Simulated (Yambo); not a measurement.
# Sb (I4/mmm) in Yambo: further runs

Runs on Sb. Level: PBEsol. Tasks: optical spectrum.

All numbers are computed with Yambo 5.3.0; they aren't measurements. Logs are shortened: lines on timing, memory, paths and dates and some standing lists are left out, and cuts for length are marked.

**1. The crystal as given**

The structure is tetragonal, space group I4/mmm (No. 139). The conventional cell has a = 3.153 Å, b = 3.153 Å, c = 5.424 Å, α = 90.00°, β = 90.00°, γ = 90.00°. Sb (site symmetry 4/mmm) has 12 Sb at 3.15 to 3.51 Å as nearest neighbours.

This isn't the form of Sb at room conditions, which is rhombohedral.

**2. Optical spectrum, PBEsol**

The input, optics4.in:

```
optics
chi
Chimod= "HARTREE"
% BndsRnXd
 1 | 33 |
%
NGsBlkXd= 3 Ry
% LongDrXd
 0 | 1 | 0 |
%
% QpntsRXd
 1 | 1 |
%
% EnRngeXd
 0 | 30 | eV
%
% DmRngeXd
 0.1 | 0.1 | eV
%
ETStpsXd= 300
```

The input, scf.in:

```
&CONTROL
  calculation = 'scf'
  prefix = 'pwscf'
  outdir = './tmp'
  pseudo_dir = './pseudo'
/
&SYSTEM
  ibrav = 0
  A = 3.51077882
  nat = 1
  ntyp = 1
  ecutwfc = 80
  nbnd = 13
  occupations = 'smearing'
  smearing = 'fd'
  degauss = 0.00367493
  force_symmorphic = .true.
/
&ELECTRONS
  conv_thr = 2d-10
  electron_maxstep = 120
  mixing_beta = 0.5
/
ATOMIC_SPECIES
Sb   121.7600 Sb.upf
CELL_PARAMETERS alat
  -0.4490571078    0.4490571078    0.7724606335
   0.4490571078   -0.4490571078    0.7724606335
   0.4490571078    0.4490571078   -0.7724606335
ATOMIC_POSITIONS alat
Sb     0.0000000000    0.0000000000    0.0000000000
K_POINTS automatic
16 16 16 0 0 0
```

The input, nscf.in:

```
&CONTROL
  calculation = 'nscf'
  prefix = 'pwscf'
  outdir = './tmp'
  pseudo_dir = './pseudo'
/
&SYSTEM
  ibrav = 0
  A = 3.51077882
  nat = 1
  ntyp = 1
  ecutwfc = 80
  nbnd = 33
  occupations = 'smearing'
  smearing = 'fd'
  degauss = 0.00367493
  force_symmorphic = .true.
/
&ELECTRONS
  conv_thr = 1d-08
  diago_full_acc = .true.
  diago_thr_init = 1d-06
/
ATOMIC_SPECIES
Sb   121.7600 Sb.upf
CELL_PARAMETERS alat
  -0.4490571078    0.4490571078    0.7724606335
   0.4490571078   -0.4490571078    0.7724606335
   0.4490571078    0.4490571078   -0.7724606335
ATOMIC_POSITIONS alat
Sb     0.0000000000    0.0000000000    0.0000000000
K_POINTS automatic
16 16 16 0 0 0
```

Potentials or basis: PseudoDojo 0.4.1 SR PBEsol standard.

On the command line:

```
OMP_NUM_THREADS=1 pw.x -in scf.in > scf.out
OMP_NUM_THREADS=1 pw.x -in nscf.in > nscf.out
cd tmp/pwscf.save; p2y; mv SAVE ../..; cd ../..
OMP_NUM_THREADS=1 yambo
OMP_NUM_THREADS=1 yambo -F optics4.in -J optics4 -C optics4_out
```

Yambo's report:

```text
[... sections 02.01 to 02.04 as in the set-up run ...]

  [02.05] Energies & Occupations
  ==============================

  [X] === General ===
  [X] Electronic Temperature                        :  0.258606E-1   300.100    [eV K]
  [X] Bosonic    Temperature                        :  0.258606E-1   300.100    [eV K]
  [X] Finite Temperature mode                       : yes
  [X] El. density                                   :  0.55634E+24 [cm-3]
  [X] Fermi Level                                   :  12.03741 [eV]

  [X] === Gaps and Widths ===
  [X] Conduction Band Min                           :  12.03741 [eV]
  [X] Valence Band Max                              :  12.03741 [eV]
  [X] Filled Bands                                  :   6
  [X] Metallic Bands                                :   7   9
  [X] Empty Bands                                   :   10   33

  [X] === Metallic Characters ===
  [X] N of el / N of met el                         :  15.00000   2.94706
  [X] Average metallic occ.                         :  0.245589

  [WARNING] [X] Metallic system

 [03] Transferred momenta grid and indexing
 ==========================================

 IBZ Q-points                                      :   349
 BZ  Q-points                                      :   4096

 K/Q-points units:
 rlu = crystal or reduced units; cc = cartesian coordinates; iku = interal k-units

 Q [  1]        [rlu]:  0.000000  0.000000  0.000000
 Q [  2]        [rlu]: -0.26829E-18 -0.88010E-18  0.62500E-01
 Q [  3]        [rlu]:  0.16151E-17 -0.39119E-17  0.12500
 Q [  4]        [rlu]:  0.27096E-18 -0.37162E-17  0.18750
 Q [  5]        [rlu]: -0.10732E-17 -0.35204E-17  0.25000
 Q [  6]        [rlu]: -0.24173E-17 -0.33247E-17  0.31250
 Q [  7]        [rlu]:  0.54192E-18 -0.74323E-17  0.37500
 Q [  8]        [rlu]:  0.63225E-18 -0.86710E-17  0.43750
 Q [  9]        [rlu]:  0.21464E-17  0.70408E-17 -0.50000
 Q [ 10]        [rlu]: -0.34405E-17  0.62500E-01  0.13849E-16
 Q [ 11]        [rlu]:  0.27785E-16  0.62500E-01  0.62500E-01
 Q [ 12]        [rlu]: -0.26447E-16  0.62500E-01  0.12500
 Q [ 13]        [rlu]: -0.40325E-16  0.62500E-01  0.18750
 Q [ 14]        [rlu]: -0.40325E-16  0.62500E-01  0.25000
 Q [ 15]        [rlu]:  0.42942E-16  0.62500E-01  0.31250
 Q [ 16]        [rlu]: -0.14760E-16  0.62500E-01  0.37500
 Q [ 17]        [rlu]: -0.66801E-16  0.62500E-01  0.43750
 Q [ 18]        [rlu]:  0.13936E-16  0.12500     -0.69969E-17
 Q [ 19]        [rlu]: -0.68809E-17  0.12500      0.62500E-01
 Q [ 20]        [rlu]: -0.41575E-16  0.12500      0.12500
 Q [ 21]        [rlu]: -0.66772E-16  0.12500      0.18750
 Q [ 22]        [rlu]:  0.26165E-17  0.12500      0.25000
 Q [ 23]        [rlu]:  0.30372E-16  0.12500      0.31250
 Q [ 24]        [rlu]: -0.80650E-16  0.12500      0.37500
 Q [ 25]        [rlu]:  0.37311E-16  0.12500      0.43750
 Q [ 26]        [rlu]: -0.68809E-17  0.12500     -0.62500E-01
 Q [ 27]        [rlu]:  0.75685E-17  0.18750      0.63093E-17
 Q [ 28]        [rlu]:  0.10127E-16  0.18750      0.62500E-01
 Q [ 29]        [rlu]: -0.73140E-16  0.18750      0.12500
 Q [ 30]        [rlu]: -0.15070E-16  0.18750      0.18750
 Q [ 31]        [rlu]: -0.37508E-17  0.18750      0.25000
 Q [ 32]        [rlu]: -0.37508E-17  0.18750      0.31250
 Q [ 33]        [rlu]: -0.37508E-17  0.18750      0.37500
 Q [ 34]        [rlu]:  0.49202E-16  0.18750     -0.12500
 Q [ 35]        [rlu]: -0.32757E-16  0.25000      0.60512E-16
 Q [ 36]        [rlu]: -0.55395E-16  0.25000      0.62500E-01
 Q [ 37]        [rlu]:  0.88768E-17  0.25000      0.12500
 Q [ 38]        [rlu]:  0.22755E-16  0.25000      0.18750
 Q [ 39]        [rlu]: -0.32757E-16  0.25000      0.25000
 Q [ 40]        [rlu]:  0.50510E-16  0.25000      0.31250
 Q [ 41]        [rlu]: -0.30274E-16 -0.75000      0.37500
 Q [ 42]        [rlu]:  0.22755E-16  0.25000     -0.18750
 Q [ 43]        [rlu]:  0.50510E-16  0.25000     -0.12500
 Q [ 44]        [rlu]: -0.95720E-16  0.31250      0.12348E-15
 Q [ 45]        [rlu]: -0.40209E-16  0.31250      0.62500E-01
 Q [ 46]        [rlu]: -0.62848E-16  0.31250      0.12500
 Q [ 47]        [rlu]: -0.35092E-16  0.31250      0.18750
 Q [ 48]        [rlu]: -0.90603E-16  0.31250      0.25000
 Q [ 49]        [rlu]: -0.30439E-16 -0.68750      0.31250
 Q [ 50]        [rlu]: -0.62848E-16  0.31250     -0.25000

 Remaining 299 points informations can be written running with -fatlog

 [04] Dipoles
 ============

  [04.01] Setup: observables and procedures
  =========================================

  [WF-Oscillators/G space/Transverse up loader] Normalization (few states)  min/max  :  0.000000  1.000000

  [WR./optics4//ndb.dipoles]------------------------------------------------------
   Brillouin Zone Q/K grids (IBZ/BZ)                :    349   4096    349   4096
   RL vectors                                       :   3433 [WF]
   Fragmentation                                    : yes
   Electronic Temperature                           :  300.1000 [K]
   Bosonic    Temperature                           :  300.1000 [K]
   DIP band range                                   :    1   33
   DIP band range limits                            :   9   7
   DIP e/h energy range                             : -1.000000 -1.000000 [eV]
   RL vectors in the sum                            :   3433
   [r,Vnl] included                                 : yes
   Bands ordered                                    : yes
   Direct v evaluation                              : no
   Approach used                                    : G-space v
   Dipoles computed                                 : R V P [G-space]
   Wavefunctions                                    : Perdew, Burke & Ernzerhof SOL(X)+Perdew, Burke & Ernzerhof SOL(C)

  [WARNING] [r,Vnl^pseudo] included in position and velocity dipoles.

  [WARNING] In case H contains other non local terms, these are neglected

 [05] Optics
 ===========

 [X-CG] R(p) Tot o/o(of R):    52137   803220      100

 [WARNING] The system is a metal but Drude term not included.
```

Run time: 5.2 min. Hardware: 1 thread of Arm Neoverse V2, shared host; peak memory 2 GiB.

Results:

```
Band gap on the k mesh, mean-field level : none (metal or under the smearing width)
Peak of the energy-loss function         : 10.5 eV
```

Dielectric function (along the field direction of the input):
| energy (eV) | real part | imaginary part |
| --- | --- | --- |
| 0.30 | 70.17 | 26.71 |
| 0.80 | 19.26 | 22.09 |
| 1.30 | 15.37 | 20.36 |
| 1.81 | -1.97 | 37.00 |
| 2.31 | -14.02 | 15.73 |
| 2.81 | -5.39 | 6.66 |
| 3.31 | -5.32 | 4.93 |
| 3.81 | -3.65 | 2.87 |
| 4.31 | -2.38 | 2.30 |
| 4.82 | -0.76 | 2.31 |
| 5.32 | -0.87 | 2.63 |
| 5.82 | -1.36 | 1.87 |
| 6.32 | -0.68 | 1.02 |
| 6.82 | -0.37 | 1.15 |
| 7.32 | -0.50 | 1.07 |
| 7.83 | -0.28 | 0.82 |
| 8.33 | -0.10 | 1.01 |
| 8.83 | -0.15 | 0.84 |
| 9.33 | -0.03 | 0.64 |
| 9.83 | 0.04 | 0.65 |
| 10.33 | 0.11 | 0.52 |
| 10.84 | 0.26 | 0.44 |
| 11.34 | 0.30 | 0.41 |
| 11.84 | 0.42 | 0.46 |
| 12.34 | 0.35 | 0.37 |
| 12.84 | 0.35 | 0.33 |
| 13.34 | 0.43 | 0.26 |
| 13.85 | 0.50 | 0.24 |
| 14.35 | 0.53 | 0.20 |
| 14.85 | 0.60 | 0.19 |
| 15.35 | 0.64 | 0.20 |
| 15.85 | 0.63 | 0.18 |
| 16.35 | 0.67 | 0.15 |
| 16.86 | 0.68 | 0.17 |
| 17.36 | 0.70 | 0.12 |
| 17.86 | 0.73 | 0.09 |
| 18.36 | 0.78 | 0.08 |
| 18.86 | 0.79 | 0.07 |
| 19.36 | 0.84 | 0.08 |
| 19.97 | 0.85 | 0.09 |

Energy-loss function:
```
energy (eV)   loss
        0.0  0.000
        1.3  0.031
        2.6  0.056
        3.9  0.157
        5.2  0.390
        6.5  0.596
        7.8  1.094
        9.1  1.331
       10.4  2.010
       11.7  1.241
       13.0  1.177
       14.3  0.621
       15.7  0.410
       17.0  0.331
       18.3  0.129
       19.6  0.124
       20.9  0.115
       22.2  0.055
       23.5  0.050
       24.8  0.034
       26.1  0.031
       27.4  0.034
       28.7  0.035
       30.0  0.168
```

Caveat: the intraband (Drude) term of the metal is left out; the ground state has no gap, which makes the many-body step unreliable; these spectra lack excitons. Spin-orbit coupling is left out, which matters for the levels of Sb.

**3. Optical spectrum, PBEsol**

The input, optics5.in:

```
optics
chi
tddft
Chimod= "LRC"
% BndsRnXd
 1 | 33 |
%
NGsBlkXd= 1 Ry
% LongDrXd
 0 | 1 | 0 |
%
% QpntsRXd
 1 | 1 |
%
% EnRngeXd
 0 | 30 | eV
%
% DmRngeXd
 0.1 | 0.1 | eV
%
ETStpsXd= 300
LRC_alpha= -1.0
```

scf.in is that of step 2.

nscf.in is that of step 2.

Potentials or basis: PseudoDojo 0.4.1 SR PBEsol standard.

On the command line:

```
OMP_NUM_THREADS=1 pw.x -in scf.in > scf.out
OMP_NUM_THREADS=1 pw.x -in nscf.in > nscf.out
cd tmp/pwscf.save; p2y; mv SAVE ../..; cd ../..
OMP_NUM_THREADS=1 yambo
OMP_NUM_THREADS=1 yambo -F optics5.in -J optics5 -C optics5_out
```

Yambo's report:

```text
[... sections 02.01 to 02.04 as in the set-up run ...]

  [02.05] Energies & Occupations
  ==============================

  [X] === General ===
  [X] Electronic Temperature                        :  0.258606E-1   300.100    [eV K]
  [X] Bosonic    Temperature                        :  0.258606E-1   300.100    [eV K]
  [X] Finite Temperature mode                       : yes
  [X] El. density                                   :  0.55634E+24 [cm-3]
  [X] Fermi Level                                   :  12.03741 [eV]

  [X] === Gaps and Widths ===
  [X] Conduction Band Min                           :  12.03741 [eV]
  [X] Valence Band Max                              :  12.03741 [eV]
  [X] Filled Bands                                  :   6
  [X] Metallic Bands                                :   7   9
  [X] Empty Bands                                   :   10   33

  [X] === Metallic Characters ===
  [X] N of el / N of met el                         :  15.00000   2.94706
  [X] Average metallic occ.                         :  0.245589

  [WARNING] [X] Metallic system

 [03] Transferred momenta grid and indexing
 ==========================================

 IBZ Q-points                                      :   349
 BZ  Q-points                                      :   4096

 K/Q-points units:
 rlu = crystal or reduced units; cc = cartesian coordinates; iku = interal k-units

 Q [  1]        [rlu]:  0.000000  0.000000  0.000000
 Q [  2]        [rlu]: -0.26829E-18 -0.88010E-18  0.62500E-01
 Q [  3]        [rlu]:  0.16151E-17 -0.39119E-17  0.12500
 Q [  4]        [rlu]:  0.27096E-18 -0.37162E-17  0.18750
 Q [  5]        [rlu]: -0.10732E-17 -0.35204E-17  0.25000
 Q [  6]        [rlu]: -0.24173E-17 -0.33247E-17  0.31250
[... 42 lines left out ...]
 Q [ 49]        [rlu]: -0.30439E-16 -0.68750      0.31250
 Q [ 50]        [rlu]: -0.62848E-16  0.31250     -0.25000

 Remaining 299 points informations can be written running with -fatlog

 [04] Dipoles
 ============

  [04.01] Setup: observables and procedures
  =========================================

  [WF-Oscillators/G space/Transverse up loader] Normalization (few states)  min/max  :  0.000000  1.000000

  [WR./optics5//ndb.dipoles]------------------------------------------------------
   Brillouin Zone Q/K grids (IBZ/BZ)                :    349   4096    349   4096
   RL vectors                                       :   3433 [WF]
   Fragmentation                                    : yes
   Electronic Temperature                           :  300.1000 [K]
   Bosonic    Temperature                           :  300.1000 [K]
   DIP band range                                   :    1   33
   DIP band range limits                            :   9   7
   DIP e/h energy range                             : -1.000000 -1.000000 [eV]
   RL vectors in the sum                            :   3433
   [r,Vnl] included                                 : yes
   Bands ordered                                    : yes
   Direct v evaluation                              : no
   Approach used                                    : G-space v
   Dipoles computed                                 : R V P [G-space]
   Wavefunctions                                    : Perdew, Burke & Ernzerhof SOL(X)+Perdew, Burke & Ernzerhof SOL(C)

  [WARNING] [r,Vnl^pseudo] included in position and velocity dipoles.

  [WARNING] In case H contains other non local terms, these are neglected

 [05] Optics
 ===========

 [X-CG] R(p) Tot o/o(of R):    52137   803220      100

 [WARNING] The system is a metal but Drude term not included.
```

o-optics5.eel_q1_inv_LRC_dyson:

```text
# Electron Energy Loss @ Q(1):   0.00000000      1.00000000      0.00000000    [q->0 direction]
#
# [ X ] Hartree size                              :   9
# [GEN] GF Energies                               : Perdew, Burke & Ernzerhof SOL(X)+Perdew, Burke & Ernzerhof SOL(C)
# [GEN] Green`s Function                          : Retarded
#
# [GEN] Gauge                                     : Length
# [GEN] [r,Vnl] included                          : yes
#
#    E[1] [eV]          Im(eel)            Re(eel)            Im(eel_o)          Re(eel_o)
#
        0.000000           0.56892E-10        0.066233          -0.12127E-19       -0.016752
        0.100334           0.001381           0.066856           0.001132          -0.016241
        0.200669           0.003116           0.068771           0.002558          -0.014672
        0.301003           0.005582           0.071816           0.004594          -0.012172
        0.401338           0.008909           0.077031           0.007382          -0.007882
        0.501672           0.017126           0.085371           0.014340          -0.001060
[... 292 lines left out ...]
        29.89967           0.202810          -0.781959           0.294426          -0.669071
        30.00000           0.198148          -0.796945           0.282691          -0.694844
#
```

Wall time 5.1 min (1 thread of Arm Neoverse V2, shared host); peak memory 2 GiB.

Results:

```yaml
Band_gap_on_the_k_mesh_mean-field_level: none (metal or under the smearing width)
Peak_of_the_energy-loss_function: 10.0 eV
```

Dielectric function (along the field direction of the input):
```tsv
energy (eV)	real part	imaginary part
0.30	-13.84	1.08
0.80	-13.29	6.71
1.30	-12.26	7.69
1.81	-10.04	3.63
2.31	-7.25	2.46
2.81	-4.15	2.60
3.31	-3.74	2.04
3.81	-2.64	1.49
4.31	-1.86	1.39
4.82	-0.83	1.75
5.32	-0.99	1.93
5.82	-1.15	1.28
6.32	-0.54	0.79
6.82	-0.30	0.92
7.32	-0.40	0.84
7.83	-0.19	0.66
8.33	-0.06	0.83
8.83	-0.08	0.69
9.33	0.05	0.54
9.83	0.10	0.56
10.33	0.17	0.45
10.84	0.31	0.40
11.34	0.34	0.37
11.84	0.44	0.42
12.34	0.38	0.34
12.84	0.39	0.30
13.34	0.46	0.24
13.85	0.52	0.22
14.35	0.56	0.19
14.85	0.62	0.18
15.35	0.65	0.18
15.85	0.65	0.17
16.35	0.68	0.14
16.86	0.69	0.16
17.36	0.72	0.10
17.86	0.74	0.09
18.36	0.79	0.07
18.86	0.81	0.07
19.36	0.86	0.07
19.97	0.87	0.09
```

Energy-loss function:
```csv
energy (eV),loss
0.0,0.000
1.3,0.037
2.6,0.067
3.9,0.191
5.2,0.471
6.5,0.739
7.8,1.408
9.1,1.617
10.4,2.061
11.7,1.147
13.0,1.010
14.3,0.542
15.7,0.369
17.0,0.290
18.3,0.113
19.6,0.113
20.9,0.096
22.2,0.046
23.5,0.045
24.8,0.028
26.1,0.025
27.4,0.028
28.7,0.032
30.0,0.198
```

Caveat: the intraband (Drude) term of the metal is left out; the ground state has no gap, which makes the many-body step unreliable; the long-range kernel's strength is typed, not fitted to the crystal's screening; independent-particle spectra lack excitons.

(Part 1 of 2 ends here.)
